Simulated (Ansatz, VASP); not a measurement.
One calculation of Cd, two programs

File INCAR:

```
  ALGO = Normal
  EDIFF = 1E-6
  ENCUT = 520
  GGA = RE
  ISIF = 2
  ISMEAR = -1
  LASPH = True
  LCHARG = False
  LREAL = False
  LWAVE = False
  NBANDS = 25
  NELM = 100
  PREC = Accurate
  SIGMA = 0.1
```

The input KPOINTS:

```
k-points
0
Gamma
  8 8 11
```

The input POSCAR:

```
Cd
1.0
    5.4258830237      0.0000000000      0.0000000000
   -2.7129415118      4.6989525365      0.0000000000
    0.0000000000      0.0000000000      3.2723710536
Cd
3
Direct
    1.0000000000      0.0000000000      0.0000000000
    0.3333333333      0.6666666667      0.5000000000
    0.6666666667      0.3333333333      0.5000000000
```

Input for Ansatz:

```yaml
crystal:
  lattice:
    - [5.4258830237, 0.0, 0.0]
    - [-2.7129415118, 4.6989525365, 0.0]
    - [0.0, 0.0, 3.2723710536]
  atoms:
    - { symbol: Cd, position: [1.0, 0.0, 0.0] }
    - { symbol: Cd, position: [0.3333333333, 0.6666666667, 0.5] }
    - { symbol: Cd, position: [0.6666666667, 0.3333333333, 0.5] }
hamiltonian:
  xc: revpbe
  pseudopotentials:
    kind: paw
    azcp:
      Cd: "pseudopotentials/Cd.paw.azcp"
basis:
  ecutwfc: 420
  fft_grid_basis: typed
kpoints:
  mp_grid: { grid: [8, 8, 11], shift: [0, 0, 0] }
magnetization:
  spin_polarized: false
scf:
  occupations: { method: fermi_dirac, width: 0.1 }
  lower_state_search: "off"
output:
  stress: true
```

Alike in both runs: task single point; functional revPBE; k mesh 8 × 8 × 11; occupations fermi-dirac, width 0.1 eV; no spin polarisation.

|  | VASP | Ansatz |
| --- | --- | --- |
| version | VASP 6.6.1 | Ansatz 0.2.0 |
| potentials or method | VASP PAW PBE potentials, release 64 (Cd) | plane waves (420 eV) with PAW, scalar-relativistic |
| plane-wave cutoff (eV) | 520 | 420 |
| valence electrons in the cell | 36 | 60 |

```tsv
	VASP	Ansatz	Ansatz less VASP
pressure (GPa)	-2.0	-2.1	-0.10
largest component of the traceless stress (GPa)	0.05	0.05	+0.002
```

With one functional, cell and mesh, what is left measures potentials, basis and numerics. The two sets of potentials don't hold the same shells in valence.

Caveats: the PAW data sets were made with another functional, which shifts forces and pressure a little (VASP).
